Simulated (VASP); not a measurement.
## EuS: band structure with RPBE

**Experimental background.**

“Crystal-field mediated electronic transitions of EuS up to 35 GPa”, 2022, pmc:8786971 reports, for a powder of EuS at 300 K: band gap 1.72 eV (optical).

The system is EuS.

```xyz
2
Lattice="0.0000 2.9785 2.9785 2.9785 0.0000 2.9785 2.9785 2.9785 0.0000" Properties=species:S:1:pos:R:3 pbc="T T T"
Eu    0.0000    0.0000    0.0000
S     2.9785    2.9785    2.9785
```

```
Program                : VASP 6.6.1
Task                   : band structure
Functional             : RPBE
Potentials or basis    : VASP PAW PBE potentials, release 64 (Eu, S)
Cutoff                 : 520 eV
k mesh                 : 8 × 8 × 8
Occupations            : fermi-dirac, width 0.05 eV
Spin                   : collinear spin, ferromagnetic start
Starting moments       : [7.0, 0.0] μB
Further INCAR settings : ALGO = Normal; EDIFF = 1e-06; NBANDS = 22
```

The band gap along the path is none (metal or under the smearing width) and the net moment is 6.99 μB per cell.

Levels at the corners of the path, in eV from the Fermi level:
Spin up:
```
point  band 13  band 14  band 15  band 16  band 17  band 18
    Γ     0.02     0.02     0.02     0.83     1.07     1.07
    X    -0.34    -0.31    -0.12    -0.12     3.05     3.25
    X    -0.34    -0.31    -0.12    -0.12     3.05     3.25
    W    -0.32    -0.31    -0.28     1.89     1.89     3.56
    W    -0.32    -0.31    -0.28     1.89     1.89     3.56
    K    -0.34    -0.30    -0.24     0.78     3.62     4.02
    K    -0.34    -0.30    -0.24     0.78     3.62     4.02
    Γ     0.02     0.02     0.02     0.83     1.07     1.07
    Γ     0.02     0.02     0.02     0.83     1.07     1.07
    L    -0.33    -0.30    -0.28     2.91     3.21     3.64
    L    -0.33    -0.30    -0.28     2.91     3.21     3.64
    U    -0.34    -0.30    -0.24     0.78     3.62     4.02
    U    -0.34    -0.30    -0.24     0.78     3.62     4.02
    W    -0.32    -0.31    -0.28     1.89     1.89     3.56
    W    -0.32    -0.31    -0.28     1.89     1.89     3.56
    L    -0.33    -0.30    -0.28     2.91     3.21     3.64
    L    -0.33    -0.30    -0.28     2.91     3.21     3.64
    K    -0.34    -0.30    -0.24     0.78     3.62     4.02
    U    -0.34    -0.30    -0.24     0.78     3.62     4.02
    X    -0.34    -0.31    -0.12    -0.12     3.05     3.25
```
Spin down:
```csv
point,band 6,band 7,band 8,band 9,band 10,band 11
Γ,-2.70,-2.70,-2.70,1.58,1.89,1.89
X,-3.81,-3.05,-3.05,-0.07,3.92,4.03
X,-3.81,-3.05,-3.05,-0.07,3.92,4.03
W,-4.01,-3.61,-3.61,2.29,2.29,4.19
W,-4.01,-3.61,-3.61,2.29,2.29,4.19
K,-3.99,-3.73,-3.44,1.21,3.81,4.21
K,-3.99,-3.73,-3.44,1.21,3.81,4.21
Γ,-2.70,-2.70,-2.70,1.58,1.89,1.89
Γ,-2.70,-2.70,-2.70,1.58,1.89,1.89
L,-5.15,-3.81,-3.81,2.94,4.09,4.14
L,-5.15,-3.81,-3.81,2.94,4.09,4.14
U,-3.99,-3.73,-3.44,1.21,3.81,4.21
U,-3.99,-3.73,-3.44,1.21,3.81,4.21
W,-4.01,-3.61,-3.61,2.29,2.29,4.19
W,-4.01,-3.61,-3.61,2.29,2.29,4.19
L,-5.15,-3.81,-3.81,2.94,4.09,4.14
L,-5.15,-3.81,-3.81,2.94,4.09,4.14
K,-3.99,-3.73,-3.44,1.21,3.81,4.21
U,-3.99,-3.73,-3.44,1.21,3.81,4.21
X,-3.81,-3.05,-3.05,-0.07,3.92,4.03
```

Run time: 4.5 min on 1 thread of AMD EPYC 9R45 (Zen 5), with other jobs on the host, peak memory 0.46 GiB.

Measured gap of EuS: 1.72 eV (optical; 300 K; powder; “Crystal-field mediated electronic transitions of EuS up to 35 GPa”, 2022, pmc:8786971). This calculation gives 0.00 eV (-1.72 eV). So large a miss can be the level of theory's own, or it may mean another phase, state or a wrong row. Spin-orbit coupling on Eu is left out. The value is that of RPBE, without temperature or zero-point motion. Semilocal functionals fall short of measured gaps as a rule. The run's magnetic order (collinear spin, ferromagnetic start) needn't be the measured crystal's.

Caveat: the log is that of the step along the path at fixed density, whose energy, stress, charges and moments have no meaning; the PAW data sets were made with another functional, which shifts forces and pressure a little; spin-orbit coupling is left out, which moves the levels of the heavy elements; a cell with one magnetic atom can't hold antiferromagnetic order, which such compounds often take; without U or exact exchange the open f shell lies at the Fermi level, which spoils levels, moments and volumes. The state reached can hang on the start; a lower one may exist.
